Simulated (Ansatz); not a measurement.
HfO2:

```
Hf O
1.0
     5.11800    0.00000    0.00000
     0.00000    5.18570    0.00000
    -0.85866    0.00000    5.21387
Hf O
4 8
Cartesian
  0.8021 2.3870 3.6914
  3.0279 4.9798 4.1294
  3.4573 2.7987 1.5224
  1.2314 0.2059 1.0845
  -0.3473 0.8733 4.4146
  4.1773 3.4661 3.4062
  4.6066 4.3124 0.7993
  0.0821 1.7196 1.8076
  1.4549 3.8473 5.1101
  2.3751 1.2544 2.7107
  2.8045 1.3384 0.1038
  1.8842 3.9313 2.5032
```

* Program: Ansatz 0.2.0
* Task: relaxation of cell and atoms
* Functional: PBEsol
* Dispersion: D4
* Potentials or basis: Ansatz PAW
* Cutoff: 420 eV (not typed: the program's choice for these potentials)
* k mesh: 5 × 5 × 5
* Occupations: fermi-dirac, width 0.05 eV
* Spin: no spin polarisation

At the start: volume 11.53 Å³/atom.

Q: How do energy, volume and symmetry change on relaxing?

A: It ends after 10 steps and the volume is 11.32 Å³/atom (-1.8 %); space group P2_1/c (No. 14, to 0.05 Å).

The path:
```
step  energy change (eV)  largest force (eV/Å)  volume (Å³)
   1              0.0000                0.4444       138.38
   2             -0.0430                0.2326       135.76
   3             -0.0619                0.0747       136.25
   4             -0.0635                0.0660       136.24
   5             -0.0665                0.0494       136.08
   6             -0.0675                0.0072       136.02
   7             -0.0677                0.0005       135.99
   8             -0.0563                0.0014       135.99
   9             -0.0569                0.0016       135.89
  10             -0.0564                0.0016       135.89
```

Final structure:
```yaml
crystal:
  lattice:
    - [5.07732, 0.00000, -0.00667]
    - [0.00000, 5.17214, 0.00000]
    - [-0.85863, 0.00000, 5.17561]
  atoms:
    - { symbol: Hf, position: [0.27739, 0.45738, 0.70823] }
    - { symbol: Hf, position: [0.72261, 0.95738, 0.79177] }
    - { symbol: Hf, position: [0.72261, 0.54262, 0.29177] }
    - { symbol: Hf, position: [0.27739, 0.04262, 0.20823] }
    - { symbol: O, position: [0.07325, 0.15882, 0.83754] }
    - { symbol: O, position: [0.92675, 0.65882, 0.66246] }
    - { symbol: O, position: [0.92675, 0.84118, 0.16246] }
    - { symbol: O, position: [0.07325, 0.34118, 0.33754] }
    - { symbol: O, position: [0.44638, 0.74136, 0.98096] }
    - { symbol: O, position: [0.55362, 0.24136, 0.51904] }
    - { symbol: O, position: [0.55362, 0.25864, 0.01904] }
    - { symbol: O, position: [0.44638, 0.75864, 0.48096] }
```

Caveat: the plane-wave basis is chosen anew once the cell has moved, so the energies of steps on either side of that aren't comparable; the pressure holds a Pulay correction of +0.9 GPa for the finite cutoff; the PAW data sets come from PBE, with cores solved anew for the run's functional, which leaves a small shift of forces and pressure.
